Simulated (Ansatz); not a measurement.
KI, space group Pm-3m, an equation of state with a fit

With the Python package of Ansatz (0.2.0).

At the Python prompt:
```pycon
>>> import warnings
>>> import ansatz as az
>>> import numpy as np
>>> from pymatgen.analysis.eos import EOS
>>> vectors0 = np.array([
...     [4.291197, 0.0, 0.0],
...     [0.0, 4.291197, 0.0],
...     [0.0, 0.0, 4.291197],
... ])
>>> sites = [
...     ('K', (0.0, 0.0, 0.0)),
...     ('I', (0.5, 0.5, 0.5)),
... ]
>>> def on_lattice(cell):
...     crystal = az.Crystal(lattice=az.Lattice.of(cell))
...     for symbol, position in sites:
...         crystal = crystal.atom(symbol, position)
...     return crystal
...
>>> warnings.simplefilter('ignore', az.DeckWarning)
>>> # scale the volume, keep shape and fractions
>>> volumes, energies, pressures = [], [], []
>>> for scale in np.linspace(0.88, 1.12, 7):
...     cell = vectors0 * scale ** (1 / 3)
...     setup = (
...         on_lattice(cell).calculation()
...         .functional('pbesol')
...         .basis(35 * az.Ry)
...         .occupations('fixed')
...         .kpoints(6, 6, 6)  # the mesh must be finer for metals
...         .stress()  # GPa
...     )
...     report = setup.run(threads=1, backend='cpu').report
...     volumes.append(abs(np.linalg.det(cell)) / len(sites))
...     energies.append(report['free_energy_ev'] / len(sites))
...     pressures.append(np.trace(report['stress_gpa']) / 3)
...     print(f'V = {volumes[-1]:8.4f} A^3/atom  F = {energies[-1]:.5f} eV/atom  P = {pressures[-1]:8.3f} GPa')
...
V =  34.7687 A^3/atom  F = -4475.57081 eV/atom  P =    1.513 GPa
V =  36.3491 A^3/atom  F = -4475.58120 eV/atom  P =    0.631 GPa
V =  37.9295 A^3/atom  F = -4475.58390 eV/atom  P =   -0.056 GPa
V =  39.5098 A^3/atom  F = -4475.58060 eV/atom  P =   -0.590 GPa
V =  41.0902 A^3/atom  F = -4475.57264 eV/atom  P =   -1.007 GPa
V =  42.6706 A^3/atom  F = -4475.56105 eV/atom  P =   -1.329 GPa
V =  44.2510 A^3/atom  F = -4475.54667 eV/atom  P =   -1.578 GPa
>>> for form in ['vinet']:
...     fit = EOS(eos_name=form).fit(volumes, energies)
...     print(f'{form:18s} V0 {fit.v0:8.4f} A^3/atom  B0 {fit.b0_GPa:7.1f} GPa  B1 {fit.b1:5.2f}')
...
vinet              V0  37.7887 A^3/atom  B0    14.8 GPa  B1  4.90
```

A third-order Birch-Murnaghan fit through the 7 points (the script's own form differs a little) has its minimum at 37.79 Å³ an atom, 4.4 % below the typed cell, with a bulk modulus of 15 GPa and dB/dP = 5.0. From that minimum the energy rises by 13.1 meV an atom on the compressed side and 37.3 meV on the expanded side.

Absolute energies stand on the zero of these potentials, so only differences at equal settings mean something. Pressure is positive in compression. The structure comes from a database of computed cells and needn't be a stable or known phase. Timing: 14 s on 1 thread of Arm Neoverse V1, on a shared host, peak memory 0.49 GiB.
